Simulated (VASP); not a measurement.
Here is a VASP 6.6.1 calculation.

File POSCAR:

```
BeSe
1.0
    0.0000000000      2.5350000000      2.5350000000
    2.5350000000      0.0000000000      2.5350000000
    2.5350000000      2.5350000000      0.0000000000
Be Se
1 1
Direct
    0.0000000000      0.0000000000      0.0000000000
    0.2500000000      0.2500000000      0.2500000000
```

Contents of INCAR.step1:

```
ALGO = Normal
EDIFF = 1E-4
ENCUT = 600
GGA = PE
ISMEAR = 0
LASPH = True
LCHARG = False
LREAL = False
LWAVE = True
NELM = 100
PREC = Accurate
SIGMA = 0.02
```

Contents of INCAR.step2:

```
ALGO = Normal
EDIFF = 1E-7
EDIFFG = -0.005
ENCUT = 600
IBRION = 2
ISIF = 3
ISMEAR = 0
ISTART = 1
LASPH = True
LCHARG = False
LMIXTAU = True
LREAL = False
LWAVE = False
METAGGA = R2SCAN
NELM = 100
NSW = 100
PREC = Accurate
SIGMA = 0.02
```

Contents of KPOINTS:

```
k-points
0
Gamma
  8 8 8
```

Potentials or basis: VASP PAW PBE potentials, release 64 (Be, Se).

Command:

```sh
$ cat potpaw_PBE.64/Be/POTCAR potpaw_PBE.64/Se/POTCAR > POTCAR
$ cp INCAR.step1 INCAR
$ mpirun -np 1 vasp_std > vasp.out
$ cp INCAR.step2 INCAR
$ mpirun -np 1 vasp_std > vasp.out
```

Question: Estimate the relaxed cell.

Answer: a = 3.654 Å, b = 3.654 Å, c = 3.654 Å, α = 60.00°, β = 60.00°, γ = 60.00°.

Question: Predict the band gap on the k mesh.

Answer: 3.13 eV, indirect (least direct gap 5.02 eV).

Question: What does it give for the space group after relaxing (to 0.05 Å)?

Answer: F-43m (No. 216).

Question: What does it give for the relaxed volume?

Answer: 17.25 Å³/atom.

Step by step:
```csv
step,energy change (eV),largest force (eV/Å),pressure (GPa),volume (Å³)
1,0.0000,0.0000,5.11,32.58
2,-0.0267,0.0000,-1.33,35.09
3,-0.0292,0.0000,0.02,34.49
```

Caveat: the PAW data sets were made with another functional, which shifts forces and pressure a little. A k mesh can miss the band edges.
